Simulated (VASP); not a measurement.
Input of a VASP 6.6.1 run:

POSCAR

```
TaN
1.0
    2.9380000000      0.0000000000      0.0000000000
   -1.4690000000      2.5443826363      0.0000000000
    0.0000000000      0.0000000000      2.8830000000
Ta N
1 1
Direct
    0.0000000000      0.0000000000      0.5000000000
    0.6666666667      0.3333333333      0.0000000000
```

Contents of INCAR.step1:

```
  PREC = Accurate
  ENCUT = 680
  EDIFF = 1E-8
  ISMEAR = 0
  SIGMA = 0.05
  LREAL = False
  LASPH = True
  NELM = 60
  ALGO = Normal
  ISIF = 3
  LWAVE = False
  LCHARG = False
  GGA = RE
  IVDW = 11
  IBRION = 2
  NSW = 40
  EDIFFG = -0.002
```

File INCAR.step2:

```
  PREC = Accurate
  ENCUT = 680
  EDIFF = 1E-8
  ISMEAR = 0
  SIGMA = 0.05
  LREAL = False
  LASPH = True
  NELM = 60
  ALGO = Normal
  ISIF = 2
  LWAVE = False
  LCHARG = False
  GGA = RE
  IVDW = 11
  IBRION = 6
  NFREE = 2
  POTIM = 0.015
  NSW = 1
```

File KPOINTS:

```
Automatic mesh
0
Gamma
  7 7 7
```

Potentials or basis: VASP PAW PBE potentials, release 64 (Ta_sv_GW, N_GW).

Run with:

```bash
$ cat potpaw_PBE.64/Ta_sv_GW/POTCAR potpaw_PBE.64/N_GW/POTCAR > POTCAR
$ cp INCAR.step1 INCAR
$ mpirun -np 1 vasp_std > vasp.out
$ cp CONTCAR POSCAR
$ cp INCAR.step2 INCAR
$ mpirun -np 1 vasp_std > vasp.out
```

(1) What does it give for the highest phonon frequency at Γ, LO-TO splitting left out?

(2) Estimate the dispersion energy per atom.

(3) Predict the space group after relaxing (to 0.05 Å).

(4) Predict the relaxed volume.

Results:

(1) 547 cm⁻¹.

(2) -0.643 eV.

(3) P-6m2 (No. 187).

(4) 10.73 Å³/atom.

Caveat: the PAW data sets were made with another functional, which shifts forces and pressure a little.
